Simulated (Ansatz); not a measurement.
# BAs: the cost of one run

Computed with Ansatz 0.2.0 (DFT LDA, scalar-relativistic, unless a step's input says otherwise).

## 1. Starting point

Symmetry: F-43m, No. 216, cubic system. The conventional cell has a = 4.777 Å, b = 4.777 Å, c = 4.777 Å, α = 90.00°, β = 90.00°, γ = 90.00°. Around B (site symmetry -43m) lie 4 As at 2.07 Å. Around As (site symmetry -43m) lie 4 B at 2.07 Å.

As a file:

```cif
data_structure
_symmetry_space_group_name_H-M 'F-43m'
_symmetry_Int_Tables_number 216
_cell_length_a 4.7770
_cell_length_b 4.7770
_cell_length_c 4.7770
_cell_angle_alpha 90.000
_cell_angle_beta 90.000
_cell_angle_gamma 90.000
_cell_volume 109.01
loop_
_atom_site_label
_atom_site_type_symbol
_atom_site_symmetry_multiplicity
_atom_site_Wyckoff_symbol
_atom_site_fract_x
_atom_site_fract_y
_atom_site_fract_z
_atom_site_occupancy
B1 B 4 a 0.00000 0.00000 0.00000 1
As1 As 4 c 0.25000 0.25000 0.25000 1
```

The file gives the conventional cell by its symmetry; the runs use the cell typed in the input.

Atoms are numbered in the order of the input: B1, As2.

## 2. After the deformation

Space group F-43m before, I-4m2 after.

## 3. LAPW, all electrons

Input file input.yaml:

```yaml
crystal:
  lattice:
    - [0.0, 2.3885, 2.412385]
    - [2.3885, 0.0, 2.412385]
    - [2.3885, 2.3885, 0.0]
  atoms:
    - { symbol: B, position: [0.0, 0.0, 0.0] }
    - { symbol: As, position: [0.75, 0.75, 0.75] }
kpoints:
  mp_grid: { grid: [15, 15, 15] }
  band_path:
    path:
      - [0.0, 0.0, 0.0]
      - [0.5, 0.0, 0.5]
      - [0.75, 0.25, 0.5]
      - [0.5, 0.5, 0.5]
      - [0.0, 0.0, 0.0]
      - [0.5, 0.5, 0.0]
      - [0.6274629938, 0.6274629938, 0.2549259876]
      - [0.3725370062, 0.3725370062, 0.7450740124]
      - [0.0, 0.0, 0.0]
    npoints: 5
scf:
  occupations: { method: fermi_dirac, width: 0.03 }
hamiltonian:
  xc: lda
  pseudopotentials: { kind: all_electron, lapw: { basis_error: 0.00025 } }
output:
  forces: true
  stress: true
  eigenvalues: true
```

The run is started by

```sh
$ ansatz run input.yaml --threads 1 --pin off --max-ram 3072MiB --backend cpu --events-out ev --progress --plain --runs-dir out
```

What time and memory should one allow on 1 thread of Arm Neoverse V2, shared host?

About 75 s, with a peak of 0.68 GiB.
